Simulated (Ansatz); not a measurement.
A relaxation computed with Ansatz, from input to last step.

```yaml
crystal:
  lattice:
    - [1.6195531491, 0.9350494466, 7.5074503737]
    - [-1.6195531491, 0.9350494466, 7.5074503737]
    - [0.0, -1.8700988932, 7.5074503737]
  atoms:
    - { symbol: Al, position: [0.0, 0.0, 0.0] }
    - { symbol: Al, position: [0.2095, 0.2095, 0.2095] }
    - { symbol: Al, position: [0.7905, 0.7905, 0.7905] }
    - { symbol: Ru, position: [0.4, 0.4, 0.4] }
    - { symbol: Ru, position: [0.6, 0.6, 0.6] }
basis:
  ecutwfc: 420
kpoints:
  mp_grid: { grid: [6, 6, 6] }
hamiltonian:
  xc: pbe
scf:
  occupations: { method: gaussian, width: 0.1 }
  lower_state_search: "off"
output:
  forces: true
  stress: true
  eigenvalues: true
relax:
  adjacent_minimum: "off"
  f_tol: 0.04
  max_steps: 70
  cell: { stress_tol: 0.4 }
```

```bash
ansatz run input.yaml --threads 1 --pin off --max-ram 2560MiB --backend cpu --events-out ev --progress --plain --runs-dir out
```

These are results of DFT PBE, scalar-relativistic, plane waves, PAW (Ansatz), not measurements.

Of 13 frames 10 are shown, positions in Å and forces in eV/Å; the SCF threshold varies from step to step. Steps run on the plane waves of an earlier cell, with a Pulay correction in the pressure. The basis is chosen afresh for the last frame, the zero of the energies, and at times for earlier ones too; energy and pressure step there, also at an unchanged geometry. Here that happened at step 9 (-61 meV/atom, 4.6 GPa); the frames before carry an error of that size.

```xyz
5
Lattice="1.6196 0.9350 7.5075 -1.6196 0.9350 7.5075 0.0000 -1.8701 7.5075" Properties=species:S:1:pos:R:3:forces:R:3 pbc="T T T" step=1 free_energy_over_end_meV_per_atom=756.35 pressure_GPa=34.59
Al    0.0000    0.0000    0.0000    0.0000    0.0000    0.0000
Al    0.0000    0.0000    4.7184    0.0000    0.0000   -2.6452
Al    0.0000    0.0000   17.8039    0.0000    0.0000    2.6452
Ru    0.0000    0.0000    9.0089    0.0000    0.0000   -1.6269
Ru    0.0000    0.0000   13.5134    0.0000    0.0000    1.6269
5
Lattice="1.6459 0.9502 7.8728 -1.6459 0.9502 7.8728 0.0000 -1.9005 7.8728" Properties=species:S:1:pos:R:3:forces:R:3 pbc="T T T" step=2 free_energy_over_end_meV_per_atom=511.51 pressure_GPa=14.79
Al    0.0000    0.0000    0.0000    0.0000    0.0000    0.0000
Al    0.0000    0.0000    4.9142    0.0000    0.0000   -1.2875
Al    0.0000    0.0000   18.7043    0.0000    0.0000    1.2875
Ru    0.0000    0.0000    9.4284    0.0000    0.0000   -1.0592
Ru    0.0000    0.0000   14.1900    0.0000    0.0000    1.0592
5
Lattice="1.6094 0.9292 8.6138 -1.6094 0.9292 8.6138 0.0000 -1.8584 8.6138" Properties=species:S:1:pos:R:3:forces:R:3 pbc="T T T" step=4 free_energy_over_end_meV_per_atom=283.62 pressure_GPa=1.43
Al    0.0000    0.0000    0.0000    0.0000    0.0000    0.0000
Al    0.0000    0.0000    5.3168    0.0000    0.0000    0.1192
Al    0.0000    0.0000   20.5247    0.0000    0.0000   -0.1192
Ru    0.0000    0.0000   10.2679    0.0000    0.0000   -0.1902
Ru    0.0000    0.0000   15.5736    0.0000    0.0000    0.1902
5
Lattice="1.5717 0.9074 8.9769 -1.5717 0.9074 8.9769 0.0000 -1.8148 8.9769" Properties=species:S:1:pos:R:3:forces:R:3 pbc="T T T" step=5 free_energy_over_end_meV_per_atom=204.73 pressure_GPa=-0.25
Al    0.0000    0.0000    0.0000    0.0000    0.0000    0.0000
Al    0.0000    0.0000    5.5467    0.0000    0.0000    0.0613
Al    0.0000    0.0000   21.3839    0.0000    0.0000   -0.0613
Ru    0.0000    0.0000   10.6837    0.0000    0.0000    0.0430
Ru    0.0000    0.0000   16.2469    0.0000    0.0000   -0.0430
5
Lattice="1.5201 0.8776 9.3522 -1.5201 0.8776 9.3522 0.0000 -1.7552 9.3522" Properties=species:S:1:pos:R:3:forces:R:3 pbc="T T T" step=6 free_energy_over_end_meV_per_atom=132.88 pressure_GPa=-0.56
Al    0.0000    0.0000    0.0000    0.0000    0.0000    0.0000
Al    0.0000    0.0000    5.7699    0.0000    0.0000   -0.2816
Al    0.0000    0.0000   22.2868    0.0000    0.0000    0.2816
Ru    0.0000    0.0000   11.1399    0.0000    0.0000    0.1240
Ru    0.0000    0.0000   16.9169    0.0000    0.0000   -0.1240
5
Lattice="1.4588 0.8422 9.7386 -1.4588 0.8422 9.7386 0.0000 -1.6845 9.7386" Properties=species:S:1:pos:R:3:forces:R:3 pbc="T T T" step=8 free_energy_over_end_meV_per_atom=89.37 pressure_GPa=-0.04
Al    0.0000    0.0000    0.0000    0.0000    0.0000    0.0000
Al    0.0000    0.0000    5.9469    0.0000    0.0000    0.0197
Al    0.0000    0.0000   23.2690    0.0000    0.0000   -0.0197
Ru    0.0000    0.0000   11.6483    0.0000    0.0000    0.0059
Ru    0.0000    0.0000   17.5676    0.0000    0.0000   -0.0059
5
Lattice="1.4588 0.8422 9.7386 -1.4588 0.8422 9.7386 0.0000 -1.6845 9.7386" Properties=species:S:1:pos:R:3:forces:R:3 pbc="T T T" step=9 free_energy_over_end_meV_per_atom=28.63 pressure_GPa=4.52
Al    0.0000    0.0000    0.0000    0.0000    0.0000    0.0000
Al    0.0000    0.0000    5.9469    0.0000    0.0000   -0.0052
Al    0.0000    0.0000   23.2690    0.0000    0.0000    0.0052
Ru    0.0000    0.0000   11.6483    0.0000    0.0000   -0.0107
Ru    0.0000    0.0000   17.5676    0.0000    0.0000    0.0107
5
Lattice="1.4579 0.8417 10.1140 -1.4579 0.8417 10.1140 0.0000 -1.6834 10.1140" Properties=species:S:1:pos:R:3:forces:R:3 pbc="T T T" step=10 free_energy_over_end_meV_per_atom=7.31 pressure_GPa=-2.59
Al    0.0000    0.0000    0.0000    0.0000    0.0000    0.0000
Al    0.0000    0.0000    6.1804    0.0000    0.0000    0.1631
Al    0.0000    0.0000   24.1617    0.0000    0.0000   -0.1631
Ru    0.0000    0.0000   12.0910    0.0000    0.0000    0.1347
Ru    0.0000    0.0000   18.2510    0.0000    0.0000   -0.1347
5
Lattice="1.4326 0.8271 10.2587 -1.4326 0.8271 10.2587 0.0000 -1.6542 10.2587" Properties=species:S:1:pos:R:3:forces:R:3 pbc="T T T" step=12 free_energy_over_end_meV_per_atom=0.18 pressure_GPa=0.07
Al    0.0000    0.0000    0.0000    0.0000    0.0000    0.0000
Al    0.0000    0.0000    6.2707    0.0000    0.0000   -0.0200
Al    0.0000    0.0000   24.5055    0.0000    0.0000    0.0200
Ru    0.0000    0.0000   12.2760    0.0000    0.0000   -0.0060
Ru    0.0000    0.0000   18.5002    0.0000    0.0000    0.0060
5
Lattice="1.4326 0.8271 10.2587 -1.4326 0.8271 10.2587 0.0000 -1.6542 10.2587" Properties=species:S:1:pos:R:3:forces:R:3 pbc="T T T" step=13 free_energy_over_end_meV_per_atom=0.00 pressure_GPa=0.09
Al    0.0000    0.0000    0.0000    0.0000    0.0000    0.0000
Al    0.0000    0.0000    6.2707    0.0000    0.0000   -0.0199
Al    0.0000    0.0000   24.5055    0.0000    0.0000    0.0199
Ru    0.0000    0.0000   12.2760    0.0000    0.0000   -0.0061
Ru    0.0000    0.0000   18.5002    0.0000    0.0000    0.0061
```

The start puts this composition into another compound's structure type, which needn't suit it. At the end the space group is R-3m (tolerance 0.05 Å).

Time: 40 s on 1 thread of Arm Neoverse V2 (shared host), peak memory 0.36 GiB.

The k mesh is coarse.